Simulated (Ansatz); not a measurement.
# Pt (element-swapped structure): how the settings move a single-point run

How sensitive is a single-point run of Pt (element-swapped structure) to its settings? A reference run comes first, then four runs with altered input.

Program: Ansatz 0.2.0. Level of theory: reference: DFT r2SCAN, plane waves, PAW, scalar-relativistic, no spin polarisation. These are calculated values, not measurements.

## 1. The system as given

The structure is cubic, space group Fm-3m (No. 225). The conventional cell has a = 4.045 Å, b = 4.045 Å, c = 4.045 Å, α = 90.00°, β = 90.00°, γ = 90.00°. Pt (site symmetry m-3m) is surrounded by 12 Pt at 2.86 Å.

Structure file:

```xyz
1
Lattice="0.0000 2.0224 2.0224 2.0224 0.0000 2.0224 2.0224 2.0224 0.0000" Properties=species:S:1:pos:R:3 pbc="T T T"
Pt    0.0000    0.0000    0.0000
```

## 2. Baseline

File input.yaml:

```yaml
crystal:
  lattice:
    - [0.0, 2.022448, 2.022448]
    - [2.022448, 0.0, 2.022448]
    - [2.022448, 2.022448, 0.0]
  atoms:
    - { symbol: Pt, position: [0.0, 0.0, 0.0] }
  symmetry: { tolerance: 0.0003 }
kpoints:
  mp_grid: { grid: [8, 8, 8], shift: [0, 0, 0] }
magnetization:
  spin_polarized: false
scf:
  occupations: { method: fermi_dirac }
hamiltonian:
  pseudopotentials: { kind: paw }
  xc: r2scan
basis:
  ecutwfc: 500
output:
  forces: true
  stress: true
  eigenvalues: true
```

Started as:

```sh
$ ansatz run input.yaml --threads 1 --pin off --max-ram 2560MiB --backend cpu --events-out ev --progress --plain --runs-dir out
```

## 3. Changing settings: scf.algorithm direct_min, dispersion d3bjatm

input.yaml, as its differences from that of step 2:

```diff
@@ -14,2 +14,3 @@
   occupations: { method: fermi_dirac }
+  algorithm: direct_min
 hamiltonian:
@@ -17,2 +18,3 @@
   xc: r2scan
+  dispersion: d3bjatm
 basis:
```

## 4. Changing settings: preconditioner kerker, eigensolver.kind davidson

input.yaml, as its differences from that of step 2:

```diff
@@ -14,2 +14,4 @@
   occupations: { method: fermi_dirac }
+  mixing: { preconditioner: kerker }
+  eigensolver: { kind: davidson }
 hamiltonian:
@@ -23 +25,5 @@
   eigenvalues: true
+  write_density: true
+  write_potential: true
+  elf: true
+  volumetric_format: npy
```

## 5. Changed: occupations.method methfessel_paxton, occupations.width 0.01, ecutwfc 250 eV

input.yaml, as its differences from that of step 2:

```diff
@@ -13,3 +13,3 @@
 scf:
-  occupations: { method: fermi_dirac }
+  occupations: { method: methfessel_paxton, width: 0.01 }
 hamiltonian:
@@ -18,3 +18,3 @@
 basis:
-  ecutwfc: 500
+  ecutwfc: "250 eV"
 output:
```

## 6. A further run, with the input changed

input.yaml, as its differences from that of step 2:

```diff
@@ -11,5 +11,7 @@
 magnetization:
-  spin_polarized: false
+  spin_polarized: true
+  initial_magnetization: 40
 scf:
   occupations: { method: fermi_dirac }
+  max_iter: 75
 hamiltonian:
```

(Steps that only read results are left out.)

Before running it: what results should come out? Wanted: for each run, ending; energy change; pressure; gap; abs. moment; force.

The runs gave:

```csv
run,ending,energy change,pressure (GPa),gap (eV),abs. moment (μB),force (eV/Å),cycles,time
reference,converged,0,-16.9,0.00,0.00,0.00,6,1.6 s
"1: scf.algorithm direct_min, dispersion d3bjatm",converged,-244.1 meV/atom (offset of the dispersion model),-18.3,0.00,0.00,0.00,4,2.9 s
"2: preconditioner kerker, eigensolver.kind davidson",converged,0.0 meV/atom,-16.9,0.00,0.00,0.00,6,2.3 s
"3: occupations.method methfessel_paxton, occupations.width 0.01, ecutwfc 250 eV",converged,+1.49 eV/atom (σ→0),-17.7,0.00,0.00,0.00,6,1.1 s
"4: spin_polarized true, initial_magnetization 40",converged,-0.2 meV/atom,-16.5,-,0.31,0.00,36,44 s
```

Times don't compare one to one where runs were asked for different outputs or read a saved state (see the inputs); cycles may leave out searches for a lower state.

Residual by cycle in the longest SCF loop of each run; runs are numbered as in the table. The quantity is the density residual dr2, in eV.

```csv
cycle,reference,run 1,run 2,run 3,run 4
1,0.0205,0.0204,0.0204,0.0789,0.68
4,1.2e-5,2.0e-8,2.1e-5,4.3e-5,0.00775
7,-,-,-,-,3.2e-4
11,-,-,-,-,1.7e-5
14,-,-,-,-,1.2e-8
17,-,-,-,-,7.8e-7
20,-,-,-,-,1.8e-7
23,-,-,-,-,1.6e-7
26,-,-,-,-,1.4e-7
30,-,-,-,-,2.3e-7
33,-,-,-,-,1.2e-8
36,-,-,-,-,5.0e-13
```

What this shows: Run 3 ran under the cutoff that the potentials recommend, as the log warns, so basis error is mixed into its values. The structure is not at rest: the sound run finds -17 GPa, so these are no properties of the relaxed crystal. 

The reference is no final answer either: it is run without spin, though an odd electron count or open d shells could carry moments; its mesh is coarse for a cell with so small a gap or none; the structure is made up and not relaxed.
